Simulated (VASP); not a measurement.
# InP (F-43m) in VASP: notebook, part 2 of 2

VASP 6.6.1. Earlier steps stand in the parts before.

## (4) Single point, PBEsol

INCAR

```
  PREC = Accurate
  ENCUT = 520
  EDIFF = 1E-6
  ISMEAR = 0
  SIGMA = 0.5
  LREAL = False
  LASPH = True
  NELM = 80
  ALGO = Normal
  ISIF = 2
  LWAVE = False
  LCHARG = False
  GGA = PS
  NBANDS = 16
```

KPOINTS

```
Automatic mesh
0
Gamma
  10 10 10
```

POSCAR

```
InP
1.0
    0.0000000000      2.9395400000      2.9395400000
    2.9395400000      0.0000000000      2.9395400000
    2.9395400000      2.9395400000      0.0000000000
In P
1 1
Direct
    0.0000000000      0.0000000000      0.0000000000
    0.7500000000      0.7500000000      0.7500000000
```

Potentials or basis: VASP PAW PBE potentials, release 64 (In_d, P).

Launch:

```console
$ cat potpaw_PBE.64/In_d/POTCAR potpaw_PBE.64/P/POTCAR > POTCAR
$ mpirun -np 1 vasp_std > vasp.out
```

OUTCAR:

```text
PREC = Accurate
   ENCUT = 520
   EDIFF = 1E-6
   ISMEAR = 0
   LREAL = False
   LASPH = True
   NELM = 80
   ISIF = 2
   GGA = PS

 ion  position               nearest neighbor table
   1  0.000  0.000  0.000-   2 2.55   2 2.55   2 2.55   2 2.55
   2  0.750  0.750  0.750-   1 2.55   1 2.55   1 2.55   1 2.55

  LATTYP: Found a face centered cubic cell.
 ALAT       =     5.8790800000

  Lattice vectors:

 A1 = (   0.0000000000,   2.9395400000,   2.9395400000)
 A2 = (   2.9395400000,   0.0000000000,   2.9395400000)
 A3 = (   2.9395400000,   2.9395400000,   0.0000000000)

Analysis of symmetry for initial positions (statically):
=====================================================================
 Subroutine PRICEL returns:
 Original cell was already a primitive cell.

 Routine SETGRP: Setting up the symmetry group for a
 face centered cubic supercell.

 Subroutine GETGRP returns: Found 24 space group operations
 (whereof 24 operations were pure point group operations)
 out of a pool of 48 trial point group operations.

The static configuration has the point symmetry T_d .

Analysis of symmetry for dynamics (positions and initial velocities):
=====================================================================
 Subroutine PRICEL returns:
 Original cell was already a primitive cell.

 Routine SETGRP: Setting up the symmetry group for a
 face centered cubic supercell.

 Subroutine GETGRP returns: Found 24 space group operations
 (whereof 24 operations were pure point group operations)
 out of a pool of 48 trial point group operations.

The dynamic configuration has the point symmetry T_d .

 Subroutine INISYM returns: Found 24 space group operations
 (whereof 24 operations are pure point group operations),
 and found     1 'primitive' translations

----------------------------------------------------------------------------------------

[... 111 lines left out ...]
     AMIX     =   0.40;   BMIX     =  1.00
     AMIX_MAG =   1.60;   BMIX_MAG =  1.00
  volume/ion in A,a.u.               =      25.40       171.41
  Fermi-wavevector in a.u.,A,eV,Ry     =   1.158447  2.189148 18.259021  1.342000
  Thomas-Fermi vector in A             =   2.295049
   LORBIT       =      0    0 simple, 1 ext, 2 COOP (PROOUT), +10 PAW based schemes
   GGA     = PS    functional components
   LHFCALC =     F    Hartree Fock is set to
   AEXX    =    0.0000 exact exchange contribution
   IVDW    =     0    specifies the selected vdW correction
   LEPSILON=     F    determine dielectric tensor
   LRPA    =     F    only Hartree local field effects (RPA)
 non-spin polarized calculation
 Gauss-broadening in eV      SIGMA  =   0.50
  energy-cutoff  :      520.00
  volume of cell :       50.80
 maximum number of plane-waves:      1387
   NGX = 15   NGY = 15   NGZ = 15

 number of electron      18.0000007 magnetization

 Free energy of the ion-electron system (eV)
  ---------------------------------------------------
  ext. energy  EPLUGINS =         0.00000000
  ---------------------------------------------------
  free energy    TOTEN  =        -9.15732336 eV

  energy without entropy =       -9.15505837  energy(sigma->0) =       -9.15619086

 E-fermi :   5.5906     XC(G=0):  -9.4391

 val. band max:        5.5550773760   @ k =   0.0000   0.0000   0.0000
 cond. band min:       6.3687938655   @ k =   0.5000   0.0000   0.0000
 fundamental gap:      0.8137164894
 Fermi energy:         5.5906279326

 k-point     1 :       0.0000    0.0000    0.0000
  band No.  band energies     occupation
      1      -9.1391      2.00000
      2      -9.1391      2.00000
      3      -9.1391      2.00000
      4      -8.9889      2.00000
      5      -8.9889      2.00000
      6      -6.4953      2.00000
[... 433 lines left out ...]
      3      -9.0604      2.00000
      4      -9.0239      2.00000
      5      -8.9627      2.00000
      6      -4.8305      2.00000
[... 8 lines left out ...]
     15      15.5771      0.00000
     16      17.5732      0.00000

 [... further k-points ...]

------------------------ aborting loop because EDIFF is reached ----------------------------------------

  FORCE on cell =-STRESS in cart. coord.  units (eV):
  Direction    XX          YY          ZZ          XY          YZ          ZX
  --------------------------------------------------------------------------------------
  -------------------------------------------------------------------------------------
  Total       -0.0046685     -0.0046685     -0.0046685      0.0000000      0.0000000      0.0000000
  in kB       -0.1472365     -0.1472365     -0.1472365      0.0000000      0.0000000      0.0000000
  external PRESSURE =      -0.1472365 kB  Pullay stress =       0.0000000 kB

 VOLUME and BASIS-vectors are now :
 -----------------------------------------------------------------------------
  energy-cutoff  :      520.00
  volume of cell :       50.80
      direct lattice vectors                 reciprocal lattice vectors
     0.000000000  2.939540000  2.939540000    -0.170094641  0.170094641  0.170094641
     2.939540000  0.000000000  2.939540000     0.170094641 -0.170094641  0.170094641
     2.939540000  2.939540000  0.000000000     0.170094641  0.170094641 -0.170094641

 POSITION                                       TOTAL-FORCE (eV/Angst)
 -----------------------------------------------------------------------------------
      0.00000      0.00000      0.00000         0.000000     -0.000000      0.000000
      4.40931      4.40931      4.40931        -0.000000      0.000000     -0.000000
 -----------------------------------------------------------------------------------
    total drift:                                0.000000      0.000000      0.000000

  FREE ENERGIE OF THE ION-ELECTRON SYSTEM (eV)
  ---------------------------------------------------
  free  energy   TOTEN  =        -9.1573233581 eV

  energy  without entropy=       -9.1550583705  energy(sigma->0) =       -9.15619086
```

stdout:

```text
POSCAR found type information on POSCAR InP
 POSCAR found :  2 types and       2 ions
 scaLAPACK will be used
 -----------------------------------------------------------------------------
|                                                                             |
|                                                                             |
|     You enforced a specific xc type in the INCAR file but a different       |
|     I HOPE YOU KNOW WHAT YOU ARE DOING!                                     |
|                                                                             |
 -----------------------------------------------------------------------------

 LDA part: xc-table for (Slater+PW92), standard interpolation
 POSCAR, INCAR and KPOINTS ok, starting setup
 FFT: planning ... GRIDC
 FFT: planning ... GRID_SOFT
 FFT: planning ... GRID
 WAVECAR not read
 entering main loop
```

It took 26 s on 1 thread of Intel Xeon Platinum 8259CL at 2.50GHz (Skylake/Cascade Lake), shared host; peak memory 0.19 GiB.

Results:

| Quantity | Value |
| --- | --- |
| Free energy | -9.1573 eV |
| Pressure | 0.0 GPa |
| Band gap on the k mesh | 0.57 eV, direct |

Caveat: the PAW data sets were made with another functional, which shifts forces and pressure a little; spin-orbit coupling is left out, which moves the levels of the heavy elements.

## (5) Overview

```csv
level,potentials or basis,cutoff (eV),smearing,gap on the mesh (eV),pressure (GPa)
PBEsol,"VASP PAW PBE potentials, release 64 (In_d, P_h)",900,gaussian 0.02 eV,0.57,0.0
r2SCAN,"VASP PAW PBE potentials, release 64 (In_d, P)",520,gaussian 0.02 eV,1.12,0.9
PBEsol,"VASP PAW PBE potentials, release 64 (In_d, P)",520,gaussian 0.5 eV,0.57,0.0
```

Alike in all rows: task single point; no spin polarisation; cell as given; k mesh 10 × 10 × 10.

Caveats: the PAW data sets were made with another functional, which shifts forces and pressure a little; spin-orbit coupling is left out, which moves the levels of the heavy elements.

Absolute energies hang on the potentials; compare differences alone.

## (6) Comparison with measurements

Step 2. A measured gap of InP is 1.4236 eV (direct; 1.6 K; a printed reference work, data compilation); the calculated 0.57 eV misses it by -0.86 eV. Spin-orbit coupling on In is left out. The value is that of PBEsol, without temperature or zero-point motion. Semilocal functionals fall short of measured gaps as a rule. The cell is a database's relaxed one, not the measured one, which moves gaps too.

Step 3. Measured gap of InP: 1.4236 eV (direct; 1.6 K; a printed reference work, data compilation). This calculation gives 1.12 eV (-0.31 eV). Spin-orbit coupling on In is left out. The value is that of r2SCAN, without temperature or zero-point motion. The cell is a database's relaxed one, not the measured one, which moves gaps too.

Step 4. A measured gap of InP is 1.4236 eV (direct; 1.6 K; a printed reference work, data compilation); the calculated 0.57 eV misses it by -0.86 eV. Spin-orbit coupling on In is left out. The value is that of PBEsol, without temperature or zero-point motion. Semilocal functionals fall short of measured gaps as a rule. The cell is a database's relaxed one, not the measured one, which moves gaps too.
